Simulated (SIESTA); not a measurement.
Si2W:

```
W Si
1.0
    -1.60690    1.60690    3.91495
     1.60690   -1.60690    3.91495
     1.60690    1.60690   -3.91495
W Si
1 2
Direct
  0.00000 0.00000 0.00000
  0.66530 0.66530 0.00000
  0.33470 0.33470 0.00000
```

Base run:

- Program: SIESTA 5.4.2
- Functional: VV10
- Potentials or basis: PseudoDojo 0.4 standard (PBE files)
- Basis: DZP (energy shift 0.003 Ry; two zetas on semicore shells)
- Grid cutoff: 800 Ry
- Energy shift: 0.003 Ry
- k mesh: 8 × 8 × 8
- Occupations: fermi-dirac, width 0.05 eV
- Spin: no spin polarisation

Its results: band gap on the k mesh none (metal or under the smearing width); pressure 7.0 GPa; largest force 0.180 eV/Å.

Question: After a change of settings the same cell gave: band gap on the k mesh none (metal or under the smearing width); pressure 2.2 GPa; largest force 0.053 eV/Å. Which change was it?
A. functional from VV10 to PBE
B. functional from VV10 to vdW-DF2
C. functional from VV10 to vdW-DF-C09
D. functional from VV10 to vdW-DF

Answer: C.

Caveats: short orbitals over semicore shells can move pressures by several GPa; the potentials were made for another functional, which shifts forces and pressure; the basis of atomic orbitals isn't converged, which shifts pressures, moduli and gaps; the non-local part is tabulated coarsely and may be off by about a percent (some runs).
